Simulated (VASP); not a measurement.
# AlP (F-43m) in VASP: notebook

The runs below take AlP through single point, with PBEsol, PBEsol+D3(BJ).

Everything below comes from runs of VASP 6.6.1. Logs are shortened: lines on timing, memory, paths and dates and some standing lists are left out, and cuts for length are marked.

**Measured values to compare with.**

From a printed reference work, data compilation, for a bulk crystal of AlP at 4.2 K: band gap 2.505 eV (indirect).

How close the calculation comes is told below.

### Step 1. The cell of the first run

It takes space group F-43m (No. 216, cubic). The conventional cell has a = 5.470 Å, b = 5.470 Å, c = 5.470 Å, α = 90.00°, β = 90.00°, γ = 90.00°. Al (site symmetry -43m) has 4 P at 2.37 Å within 3.1 Å. P (site symmetry -43m) has 4 Al at 2.37 Å within 3.1 Å.

### Step 2. Single point, PBEsol

Contents of INCAR:

```
PREC     = Accurate       # precision mode
ENCUT    = 500            # plane-wave cutoff, eV
EDIFF    = 1E-6           # SCF threshold, eV
ISMEAR   = 0              # smearing method
SIGMA    = 0.01           # smearing width, eV
LREAL    = False          # projectors in reciprocal space
LASPH    = True           # aspherical terms in the spheres
NELM     = 120            # most SCF steps
ALGO     = Normal         # electronic algorithm
ISIF     = 2              # what is computed and relaxed
LWAVE    = False          # write WAVECAR
LCHARG   = True           # write CHGCAR
GGA      = PS             # functional
LELF     = True           # ELF
LVHAR    = True         
NBANDS   = 11             # bands
GGA_COMPAT= False
```

Contents of KPOINTS:

```
Automatic mesh
0
Gamma
  8 8 8
```

Contents of POSCAR:

```
AlP
1.0
    0.0000000000      2.7351224707      2.7351224707
    2.7351224707      0.0000000000      2.7351224707
    2.7351224707      2.7351224707      0.0000000000
Al P
1 1
Direct
    0.0000000000      0.0000000000      0.0000000000
    0.7500000000      0.7500000000      0.7500000000
```

Potentials or basis: VASP PAW PBE potentials, release 64 (Al, P).

The run is started by

```console
$ cat potpaw_PBE.64/Al/POTCAR potpaw_PBE.64/P/POTCAR > POTCAR
$ mpirun -np 1 vasp_std > vasp.out
```

OUTCAR:

```text
PREC = Accurate
   ENCUT = 500
   EDIFF = 1E-6
   ISMEAR = 0
   LREAL = False
   LASPH = True
   NELM = 120
   ISIF = 2
   GGA = PS

 ion  position               nearest neighbor table
   1  0.000  0.000  0.000-   2 2.37   2 2.37   2 2.37   2 2.37
   2  0.750  0.750  0.750-   1 2.37   1 2.37   1 2.37   1 2.37

  LATTYP: Found a face centered cubic cell.
 ALAT       =     5.4702449414

  Lattice vectors:

 A1 = (   0.0000000000,   2.7351224707,   2.7351224707)
 A2 = (   2.7351224707,   0.0000000000,   2.7351224707)
 A3 = (   2.7351224707,   2.7351224707,   0.0000000000)

Analysis of symmetry for initial positions (statically):
=====================================================================
 Subroutine PRICEL returns:
 Original cell was already a primitive cell.

 Routine SETGRP: Setting up the symmetry group for a
 face centered cubic supercell.

 Subroutine GETGRP returns: Found 24 space group operations
 (whereof 24 operations were pure point group operations)
 out of a pool of 48 trial point group operations.

The static configuration has the point symmetry T_d .

Analysis of symmetry for dynamics (positions and initial velocities):
=====================================================================
 Subroutine PRICEL returns:
 Original cell was already a primitive cell.

 Routine SETGRP: Setting up the symmetry group for a
 face centered cubic supercell.

 Subroutine GETGRP returns: Found 24 space group operations
 (whereof 24 operations were pure point group operations)
 out of a pool of 48 trial point group operations.

The dynamic configuration has the point symmetry T_d .

 Subroutine INISYM returns: Found 24 space group operations
 (whereof 24 operations are pure point group operations),
 and found     1 'primitive' translations

----------------------------------------------------------------------------------------

                                     Primitive cell

  volume of cell :      40.9223

  direct lattice vectors                    reciprocal lattice vectors
     0.000000000  2.735122471  2.735122471    -0.182807171  0.182807171  0.182807171
     2.735122471  0.000000000  2.735122471     0.182807171 -0.182807171  0.182807171
     2.735122471  2.735122471  0.000000000     0.182807171  0.182807171 -0.182807171

  length of vectors
     3.868047293  3.868047293  3.868047293     0.316631307  0.316631307  0.316631307

  position of ions in fractional coordinates (direct lattice)
     0.000000000  0.000000000  0.000000000
     0.750000000  0.750000000  0.750000000

  ion indices of the primitive-cell ions
   primitive index   ion index
                 1           1
                 2           2

----------------------------------------------------------------------------------------

 KPOINTS: Automatic mesh

Automatic generation of k-mesh.
 Grid dimensions read from file:
 generate k-points for:    8    8    8

 Generating k-lattice:

  Cartesian coordinates                     Fractional coordinates (reciprocal lattice)
    -0.022850896  0.022850896  0.022850896     0.125000000  0.000000000  0.000000000
     0.022850896 -0.022850896  0.022850896     0.000000000  0.125000000  0.000000000
     0.022850896  0.022850896 -0.022850896     0.000000000  0.000000000  0.125000000

  Length of vectors
     0.039578913  0.039578913  0.039578913

  Shift w.r.t. Gamma in fractional coordinates (k-lattice)
     0.000000000  0.000000000  0.000000000

 Subroutine IBZKPT returns following result:
 ===========================================

 Found     29 irreducible k-points:

 Following reciprocal coordinates:
            Coordinates               Weight
  0.000000  0.000000  0.000000      1.000000
  0.125000  0.000000  0.000000      8.000000
  0.250000  0.000000  0.000000      8.000000
  0.375000  0.000000  0.000000      8.000000
  0.500000  0.000000  0.000000      4.000000
  0.125000  0.125000  0.000000      6.000000
[... 16 lines left out ...]
  0.500000  0.250000  0.125000     48.000000
 -0.375000  0.250000  0.125000     24.000000
 [... further k-points ...]
   k-points           NKPTS =     29   k-points in BZ     NKDIM =     29   number of bands    NBANDS=     11
   number of dos      NEDOS =    301   number of ions     NIONS =      2
   total plane-waves  NPLWV =  21952
   dimension x,y,z NGX =    28 NGY =   28 NGZ =   28
   dimension x,y,z NGXF=    56 NGYF=   56 NGZF=   56
   ions per type =               1   1
   NGX,Y,Z   is equivalent  to a cutoff of  12.03, 12.03, 12.03 a.u.
   NGXF,Y,Z  is equivalent  to a cutoff of  24.07, 24.07, 24.07 a.u.
 SYSTEM =  unknown system
   PREC   = accura    normal or accurate (medium, high low for compatibility)
   ISTART =      0    job   : 0-new  1-cont  2-samecut
   ICHARG =      2    charge: 1-file 2-atom 10-const
   ISPIN  =      1    spin polarized calculation?
   LNONCOLLINEAR =      F non collinear calculations
   LSORBIT =      F    spin-orbit coupling
[... 32 lines left out ...]
   LEPSILON=     F    determine dielectric tensor
   LRPA    =     F    only Hartree local field effects (RPA)
 non-spin polarized calculation
 Gauss-broadening in eV      SIGMA  =   0.01
  energy-cutoff  :      500.00
  volume of cell :       40.92
 maximum number of plane-waves:      1056
   NGX = 15   NGY = 15   NGZ = 15

 number of electron       8.0000000 magnetization

 Free energy of the ion-electron system (eV)
  ---------------------------------------------------
  ext. energy  EPLUGINS =         0.00000000
  ---------------------------------------------------
  free energy    TOTEN  =       -10.99516422 eV

  energy without entropy =      -10.99516422  energy(sigma->0) =      -10.99516422

 E-fermi :   4.5938     XC(G=0):  -9.3434

 val. band max:        4.4839271792   @ k =   0.0000   0.0000   0.0000
 cond. band min:       5.9332702039   @ k =   0.5000   0.5000   0.0000
 fundamental gap:      1.4493430247
 Fermi energy:         4.5937509219

 k-point     1 :       0.0000    0.0000    0.0000
  band No.  band energies     occupation
      1      -7.0114      2.00000
      2       4.4839      2.00000
      3       4.4839      2.00000
      4       4.4839      2.00000
      5       7.6400      0.00000
      6       8.9883      0.00000
      7       8.9883      0.00000
      8       8.9883      0.00000
      9      13.2798      0.00000
     10      13.2798      0.00000
     11      14.5402      0.00000

 k-point     2 :       0.1250    0.0000    0.0000
  band No.  band energies     occupation
      1      -6.8389      2.00000
      2       3.2440      2.00000
      3       4.3350      2.00000
      4       4.3350      2.00000
      5       8.0824      0.00000
      6       9.2718      0.00000
      7       9.2718      0.00000
      8       9.4869      0.00000
      9      12.7699      0.00000
     10      12.7699      0.00000
     11      15.1823      0.00000

 k-point     3 :       0.2500    0.0000    0.0000
  band No.  band energies     occupation
      1      -6.3531      2.00000
      2       1.2874      2.00000
      3       4.0400      2.00000
      4       4.0400      2.00000
      5       7.7093      0.00000
      6       9.5722      0.00000
      7       9.5722      0.00000
      8      11.2910      0.00000
      9      12.7393      0.00000
     10      12.7393      0.00000
     11      14.6391      0.00000

 k-point     4 :       0.3750    0.0000    0.0000
  band No.  band energies     occupation
      1      -5.6989      2.00000
      2      -0.3577      2.00000
      3       3.8048      2.00000
      4       3.8048      2.00000
      5       7.3320      0.00000
      6       9.3757      0.00000
      7       9.3757      0.00000
      8      12.4683      0.00000
      9      14.1347      0.00000
     10      14.1347      0.00000
     11      14.9368      0.00000
[... 239 lines left out ...]
 k-point    22 :       0.3750    0.2500    0.1250
  band No.  band energies     occupation
      1      -5.9417      2.00000
      2       0.9682      2.00000
      3       2.5709      2.00000
      4       3.5643      2.00000
      5       8.2522      0.00000
      6       9.2217      0.00000
      7       9.8397      0.00000
      8      11.2292      0.00000
      9      12.7438      0.00000
     10      15.1937      0.00000
     11      17.2590      0.00000

 k-point    23 :       0.5000    0.2500    0.1250
  band No.  band energies     occupation
      1      -5.3424      2.00000
      2      -0.1447      2.00000
      3       2.0015      2.00000
      4       3.1773      2.00000
      5       8.3456      0.00000
      6       9.1882      0.00000
      7      10.4361      0.00000
      8      11.5161      0.00000
      9      13.8733      0.00000
     10      15.7099      0.00000
     11      17.1860      0.00000

 k-point    24 :      -0.3750    0.2500    0.1250
  band No.  band energies     occupation
      1      -5.0134      2.00000
      2      -0.7069      2.00000
      3       1.8667      2.00000
      4       2.9883      2.00000
      5       8.3428      0.00000
      6       8.9191      0.00000
      7      11.3038      0.00000
      8      12.0953      0.00000
      9      13.3862      0.00000
     10      15.8224      0.00000
     11      17.1357      0.00000

 [... further k-points ...]
[... 5 lines left out ...]
  --------------------------------------------------------------------------------------
  -------------------------------------------------------------------------------------
  Total        0.0117803      0.0117803      0.0117803      0.0000000      0.0000000     -0.0000000
  in kB        0.4612189      0.4612189      0.4612189      0.0000000      0.0000000     -0.0000000
  external PRESSURE =       0.4612189 kB  Pullay stress =       0.0000000 kB

 VOLUME and BASIS-vectors are now :
 -----------------------------------------------------------------------------
  energy-cutoff  :      500.00
  volume of cell :       40.92
      direct lattice vectors                 reciprocal lattice vectors
     0.000000000  2.735122471  2.735122471    -0.182807171  0.182807171  0.182807171
     2.735122471  0.000000000  2.735122471     0.182807171 -0.182807171  0.182807171
     2.735122471  2.735122471  0.000000000     0.182807171  0.182807171 -0.182807171

 POSITION                                       TOTAL-FORCE (eV/Angst)
 -----------------------------------------------------------------------------------
      0.00000      0.00000      0.00000        -0.000000     -0.000000     -0.000000
      4.10268      4.10268      4.10268         0.000000      0.000000      0.000000
 -----------------------------------------------------------------------------------
    total drift:                               -0.000000     -0.000000     -0.000000

  FREE ENERGIE OF THE ION-ELECTRON SYSTEM (eV)
  ---------------------------------------------------
  free  energy   TOTEN  =       -10.9951642150 eV

  energy  without entropy=      -10.9951642150  energy(sigma->0) =      -10.99516422
```

It took 8.1 s on 1 thread of Intel Xeon Platinum 8375C at 2.90GHz (Ice Lake), shared host; peak memory 0.15 GiB.

Results:

```yaml
Free_energy: -10.9952 eV
Pressure: 0.0 GPa
Band_gap_on_the_k_mesh: 1.45 eV (least direct gap 3.16 eV)
```

Caveat: the PAW data sets were made with another functional, which shifts forces and pressure a little.

### Step 3. Single point, PBEsol

Contents of INCAR:

```
SYSTEM = AlP
ALGO     = Normal         ! electronic algorithm
EDIFF    = 1E-6           ! SCF threshold, eV
ENCUT    = 500            ! plane-wave cutoff, eV
GGA      = PS             ! functional
GGA_COMPAT= .False.      
ISIF     = 2              ! what is computed and relaxed
ISMEAR   = 0              ! smearing method
LASPH    = .True.         ! aspherical terms in the spheres
LCHARG   = .True.         ! write CHGCAR
LELF     = .True.         ! ELF
LREAL    = .False.        ! projectors in reciprocal space
LVHAR    = .True.       
LWAVE    = .False.        ! write WAVECAR
NBANDS   = 11             ! bands
NELM     = 120            ! most SCF steps
PREC     = Accurate       ! precision mode
SIGMA    = 0.01           ! smearing width, eV
```

Contents of KPOINTS:

```
k-points
0
Gamma
  8 8 8
  0 0 0
```

POSCAR is that of step 2.

Potentials or basis: VASP PAW PBE potentials, release 64 (Al, P).

The run is started by

```console
$ cat potpaw_PBE.64/Al/POTCAR potpaw_PBE.64/P/POTCAR > POTCAR
$ mpirun -np 1 vasp_std > vasp.out
```

Run time: 8.6 s. Hardware: 1 thread of Intel Xeon Platinum 8375C at 2.90GHz (Ice Lake), shared host; peak memory 0.15 GiB.

The run converged. Its results:

```
Free energy            : -10.9952 eV
Pressure               : 0.0 GPa
Band gap on the k mesh : 1.45 eV (least direct gap 3.16 eV)
```

Levels at points of the mesh, in eV from the valence-band top:
```csv
k point,band 1,band 2,band 3,band 4,band 5,band 6,band 7,band 8
"(0.00, 0.00, 0.00)",-11.50,0.00,0.00,0.00,3.16,4.50,4.50,4.50
"(0.50, 0.00, 0.00)",-9.81,-5.56,-0.76,-0.76,2.71,4.75,4.75,8.06
"(0.50, 0.50, 0.00)",-9.15,-5.32,-2.11,-2.11,1.45,2.37,10.95,10.95
```

Caveat: the PAW data sets were made with another functional, which shifts forces and pressure a little.

### Step 4. Single point, PBEsol

This run uses another cell than the first one, of 20.16 Å³/atom.

Contents of INCAR:

```
SYSTEM = AlP
ALGO = Normal ; EDIFF = 1E-6
ENCUT = 500 ; GGA = PS
GGA_COMPAT = .False. ; ISIF = 2
ISMEAR = 0 ; LASPH = .True.
LCHARG = .False. ; LREAL = .False.
LWAVE = .False. ; NBANDS = 11
NELM = 120 ; PREC = Accurate
SIGMA = 0.01
```

KPOINTS is that of step 3.

Contents of POSCAR:

```
AlP
1.0
    0.0000000000      2.7214468584      2.7214468584
    2.7214468584      0.0000000000      2.7214468584
    2.7214468584      2.7214468584      0.0000000000
Al P
1 1
Direct
    0.0000000000      0.0000000000      0.0000000000
    0.7500000000      0.7500000000      0.7500000000
```

The run is started by

```console
$ cat potpaw_PBE.64/Al/POTCAR potpaw_PBE.64/P/POTCAR > POTCAR
$ mpirun -np 1 vasp_std > vasp.out
```

Wall time 8 s (1 thread of Intel Xeon Platinum 8375C at 2.90GHz (Ice Lake), shared host); peak memory 0.15 GiB.

It converged, with:

- Free energy: -10.9924 eV
- Pressure: 1.4 GPa
- Band gap on the k mesh: 1.42 eV (least direct gap 3.28 eV)

Levels at points of the mesh, in eV from the valence-band top:
| k point | band 2 | band 3 | band 4 | band 5 | band 6 | band 7 |
| --- | --- | --- | --- | --- | --- | --- |
| (0.00, 0.00, 0.00) | 0.00 | 0.00 | 0.00 | 3.28 | 4.53 | 4.53 |
| (0.50, 0.00, 0.00) | -5.62 | -0.77 | -0.77 | 2.77 | 4.75 | 4.75 |
| (0.50, 0.50, 0.00) | -5.37 | -2.14 | -2.14 | 1.42 | 2.36 | 11.07 |

Caveat: the PAW data sets were made with another functional, which shifts forces and pressure a little. Expect the measured gap to be larger: semilocal functionals such as PBEsol lack the derivative discontinuity.

### Step 5. Single point, PBEsol

This run uses another cell than the first one, of 20.77 Å³/atom.

Contents of INCAR:

```
SYSTEM = AlP
PREC = Accurate
ENCUT = 500
EDIFF = 1E-6
ISMEAR = 0
SIGMA = 0.01
LREAL = .FALSE.
LASPH = .TRUE.
NELM = 120
ALGO = Normal
ISIF = 2
LWAVE = .FALSE.
LCHARG = .TRUE.
GGA = PS
LELF = .TRUE.
LVHAR = .TRUE.
NBANDS = 11
GGA_COMPAT = .FALSE.
```

Contents of KPOINTS:

```
regular mesh
0
G
  8 8 8
  0 0 0
```

Contents of POSCAR:

```
AlP
1.0
    0.0000000000      2.7487980831      2.7487980831
    2.7487980831      0.0000000000      2.7487980831
    2.7487980831      2.7487980831      0.0000000000
Al P
1 1
Direct
    0.0000000000      0.0000000000      0.0000000000
    0.7500000000      0.7500000000      0.7500000000
```

The run is started by

```console
$ cat potpaw_PBE.64/Al/POTCAR potpaw_PBE.64/P/POTCAR > POTCAR
$ mpirun -np 1 vasp_std > vasp.out
```

Wall time 8.7 s (1 thread of Intel Xeon Platinum 8375C at 2.90GHz (Ice Lake), shared host); peak memory 0.15 GiB.

Results (log left out):

| Property | Result |
| --- | --- |
| Free energy | -10.9930 eV |
| Pressure | -1.2 GPa |
| Band gap on the k mesh | 1.48 eV (least direct gap 3.03 eV) |

Levels at points of the mesh, in eV from the valence-band top:
```csv
k point,band 1,band 2,band 3,band 4,band 5,band 6,band 7,band 8
"(0.00, 0.00, 0.00)",-11.41,0.00,0.00,0.00,3.03,4.48,4.48,4.48
"(0.50, 0.00, 0.00)",-9.76,-5.49,-0.76,-0.76,2.66,4.74,4.74,8.02
"(0.50, 0.50, 0.00)",-9.11,-5.27,-2.08,-2.08,1.48,2.37,10.82,10.82
```

Caveat: the PAW data sets were made with another functional, which shifts forces and pressure a little. A k mesh can miss the band edges.

### Step 6. Single point, PBEsol+D3(BJ)

Contents of INCAR:

```
SYSTEM = AlP
  PREC = Accurate
  ENCUT = 500
  EDIFF = 1E-6
  ISMEAR = -1
  SIGMA = 0.025
  LREAL = .False.
  LASPH = .True.
  NELM = 120
  ALGO = Normal
  ISIF = 2
  LWAVE = .False.
  LCHARG = .True.
  GGA = PS
  IVDW = 12
  LELF = .True.
  LVHAR = .True.
  NBANDS = 11
  GGA_COMPAT = .False.
```

Contents of KPOINTS:

```
regular mesh
0
Gamma
  8 8 8
  0 0 0
```

Contents of POSCAR:

```
AlP
1.0
    0.0000000000      2.7351224707      2.7351224707
    2.7351224707      0.0000000000      2.7351224707
    2.7351224707      2.7351224707      0.0000000000
Al P
1 1
Direct
    0.0000000000      0.0000000000      0.0000000000
    0.7500000000      0.7500000000      0.7500000000
```

Potentials or basis: VASP PAW PBE potentials, release 64 (Al, P).

The run is started by

```console
$ cat potpaw_PBE.64/Al/POTCAR potpaw_PBE.64/P/POTCAR > POTCAR
$ mpirun -np 1 vasp_std > vasp.out
```

Run time: 8.5 s. Hardware: 1 thread of Intel Xeon Platinum 8375C at 2.90GHz (Ice Lake), shared host; peak memory 0.16 GiB.

It converged, with:

| Quantity | Value |
| --- | --- |
| Free energy | -11.5291 eV |
| Pressure | -2.0 GPa |
| Band gap on the k mesh | 1.45 eV (least direct gap 3.16 eV) |
| Dispersion energy per atom | -0.267 eV |

Levels at points of the mesh, in eV from the valence-band top:
```
           k point  band 1  band 2  band 3  band 4  band 5  band 6  band 7  band 8
(0.00, 0.00, 0.00)  -11.50    0.00    0.00    0.00    3.16    4.50    4.50    4.50
(0.50, 0.00, 0.00)   -9.81   -5.56   -0.76   -0.76    2.71    4.75    4.75    8.06
(0.50, 0.50, 0.00)   -9.15   -5.32   -2.11   -2.11    1.45    2.37   10.95   10.95
```

Caveat: three body term missing; the PAW data sets were made with another functional, which shifts forces and pressure a little. A k mesh can miss the band edges.

### Step 7. The runs side by side

| level | cell | smearing | gap on the mesh (eV) | pressure (GPa) |
| --- | --- | --- | --- | --- |
| PBEsol | a = 3.868 Å, angles 60.0°, 2 atoms | gaussian 0.01 eV | 1.45 | 0.0 |
| PBEsol | a = 3.849 Å, angles 60.0°, 2 atoms | gaussian 0.01 eV | 1.42 | 1.4 |
| PBEsol | a = 3.887 Å, angles 60.0°, 2 atoms | gaussian 0.01 eV | 1.48 | -1.2 |
| PBEsol+D3(BJ) | a = 3.868 Å, angles 60.0°, 2 atoms | fermi-dirac 0.025 eV | 1.45 | -2.0 |

Alike in all rows: task single point; potentials or basis VASP PAW PBE potentials, release 64 (Al, P); no spin polarisation; k mesh 8 × 8 × 8; cutoff (eV) 500.

Caveats: the PAW data sets were made with another functional, which shifts forces and pressure a little; three body term missing (at least some runs).

Absolute energies hang on the potentials; compare differences alone.

### Step 8. Comparison with measurements

Step 2. Against the measured gap of AlP, 2.505 eV (indirect; 4.2 K; a printed reference work, data compilation), the calculated 1.45 eV is off by -1.06 eV. The value is that of PBEsol on a finite k mesh, which can miss the band edges, without temperature or zero-point motion. Semilocal functionals fall short of measured gaps as a rule.
